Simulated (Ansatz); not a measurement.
Level of theory: DFT PBE, scalar-relativistic, plane waves, PAW in Ansatz. Settings: cutoff 420 eV, Γ-centred meshes spaced at most about 0.3 Å⁻¹, and about 0.25 Å⁻¹ or finer for metals (2π included), Gaussian smearing. No spin polarisation.

Each guess is relaxed in cell and atoms at zero pressure, on a coarse mesh first where it starts far from rest and then on a converged one. The steps can't lower the symmetry of the start, but it can rise. Energies are static (0 K, no zero-point motion).

This guess for SnO isn't its lowest structure:

```xyz
4
Lattice="3.4934 0.0000 0.0000 -1.7467 3.0253 0.0000 0.0000 0.0000 5.7557" Properties=species:S:1:pos:R:3 pbc="T T T"
Sn    0.0000    0.0000    0.0000
Sn    0.0000    0.0000    2.8778
O     0.0000    2.0169    4.3167
O     1.7467    1.0084    1.4389
```

Q: What does it relax into?

A: P6_3/mmc at 15.2 Å³/atom → P6_3/mmc (nickel arsenide type) at 16.8 Å³/atom. Conventional cell: a = 3.469 Å, c = 6.438 Å. Around Sn lie 6 O at 2.57 Å; O is surrounded by 6 Sn at 2.57 Å.

```xyz
4
Lattice="3.4690 0.0000 0.0000 -1.7345 3.0042 0.0000 0.0000 0.0000 6.4380" Properties=species:S:1:pos:R:3 pbc="T T T"
Sn    0.0000    0.0000    0.0000
Sn    0.0000    0.0000    3.2190
O     0.0000    2.0028    4.8285
O     1.7345    1.0014    1.6095
```

Q: Compare it with the lowest SnO structure at this level.

A: It lies 0.53 eV/atom above the lowest of the 6 forms computed, a structure that the Crystallography Open Database (COD) lists, of the litharge type. Space group P4/nmm (No. 129), tetragonal, a = 3.868 Å, c = 5.066 Å. Sn has 4 O at 2.25 Å; O has 4 Sn at 2.25 Å and 4 O at 2.74 Å. That form has 19.0 Å³/atom and a gap of 0.50 eV on its mesh; the guess's end has none. Counting O atoms around Sn (those within 1.25 times the shortest such distance or 1.15 times the sum of covalent radii; the shortest distance is added where it is long for a bond), the guess's end has Sn 6 from 2.6 Å and the lowest form has Sn 4.

Weakly bound directions are ill-defined at this level, which has no dispersion term (P4/nmm), and this can change margins and order among such cells. Kohn–Sham gaps at this level usually fall short of measured ones. The zero gap of P6_3/mmc may come from the functional, which often closes small gaps. Some structure types and database cells were kept out of the candidates from the start, so a known form may be missing.

The relaxation keeps the nickel arsenide framework and leaves it 0.53 eV/atom above litharge-type SnO, a large penalty that fits the chemistry of Sn(II). In litharge, tin sits to one side of its four oxygens. This lets Sn 5p character mix into the filled antibonding Sn 5s–O 2p states, giving a lone pair that points into the space between the layers. At the nickel arsenide site, inversion symmetry forbids such on-site s–p mixing, so the lone pair can't become directional. Tin instead has six longer contacts, at 2.57 Å against 2.25 Å, and the loss of this stabilisation is probably the main reason for the higher energy.

The nickel arsenide form is nevertheless the denser, at 16.8 against 19.0 Å³/atom, since it has no interlayer space for lone pairs. Compression should therefore narrow the enthalpy difference, at least initially. Whether the structure is a true local minimum or would distort once tin could move off centre remains open.
